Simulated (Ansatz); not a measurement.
The calculation used DFT PBE, scalar-relativistic, plane waves, PAW in Ansatz 0.2.0. Settings: cutoff 420 eV, Γ-centred meshes spaced at most about 0.3 Å⁻¹, and about 0.25 Å⁻¹ or finer for metals (2π included), Gaussian smearing. Collinear spin in cells that started with moments and kept them past the coarse steps, no spin elsewhere.

Temperature and zero-point effects are left out.

Compare these two cells of WS2, each relaxed at this level.

A. (no spin)

```yaml
crystal:
  lattice:
    - [3.50748, 0.00000, 0.00000]
    - [0.00000, 3.50748, 0.00000]
    - [0.00000, 0.00000, 6.44791]
  atoms:
    - { symbol: W, position: [0.00000, 0.00000, 0.00000] }
    - { symbol: S, position: [0.50000, 0.00000, 0.22434] }
    - { symbol: S, position: [0.00000, 0.50000, 0.77566] }
```

B. (site moments W 1.2 μB)

```yaml
crystal:
  lattice:
    - [0.00000, 2.96956, 2.96956]
    - [2.96956, 0.00000, 2.96956]
    - [2.96956, 2.96956, 0.00000]
  atoms:
    - { symbol: W, position: [0.00000, 0.00000, 0.00000] }
    - { symbol: S, position: [0.25000, 0.25000, 0.25000] }
    - { symbol: S, position: [0.75000, 0.75000, 0.75000] }
```

**Question.** Which form is favoured at zero pressure, and by what margin per atom?

**Answer.** A is lower, by 97 meV/atom. A has space group P-4m2 (No. 115), 26.4 Å³/atom and no gap on its mesh; B has the fluorite type, space group Fm-3m (No. 225), 17.5 Å³/atom and no gap. Counting S atoms around W (those within 1.25 times the shortest such distance or 1.15 times the sum of covalent radii), A has W 4 and B has W 8. Their magnetic states differ too. In A, W is surrounded by 4 S at 2.27 Å; S is surrounded by 2 W at 2.27 Å. In B, W has 8 S at 2.57 Å; around S lie 4 W at 2.57 Å and 6 S at 2.97 Å. Both come from invented guesses. The part of the Crystallography Open Database at hand lists WS2 in space groups No. 160, 194; no cell shown has one of them.

Weakly bound directions are ill-defined at this level, which has no dispersion term (P-4m2), and this can change margins and order among such cells. These runs have no spin–orbit coupling, which can matter for W. A magnetic state wasn't ruled out in cells without spin, among them P-4m2. Another magnetic order may lie lower. Cells relaxed within their symmetry can be saddle points.

The margin favours few, short W–S bonds over many long ones. Fluorite packing suits large cations, whereas W(IV) is small and forms strongly covalent bonds to sulfur. Eight-fold coordination stretches each W–S contact to 2.57 Å while pressing sulfide ions to 2.97 Å from one another, well inside their usual non-bonded separation. The open tetrahedral net relieves both strains, which probably accounts for most of its advantage. Its much larger volume means that compression would work in favour of the fluorite form.

Neither cell reproduces the bonding of known WS2, a layered semiconductor with tungsten in trigonal prisms. There the prismatic field splits off one low-lying d level, which the two d electrons of W(IV) fill. Tetrahedral and cubic fields instead put an e pair lowest, which two electrons only half fill; this fits the missing gaps and, in the fluorite cell, the moment on W. The metallic character therefore probably reflects the chosen geometries, and the ordering ranks two hypothetical structures without identifying the ground state of WS2.
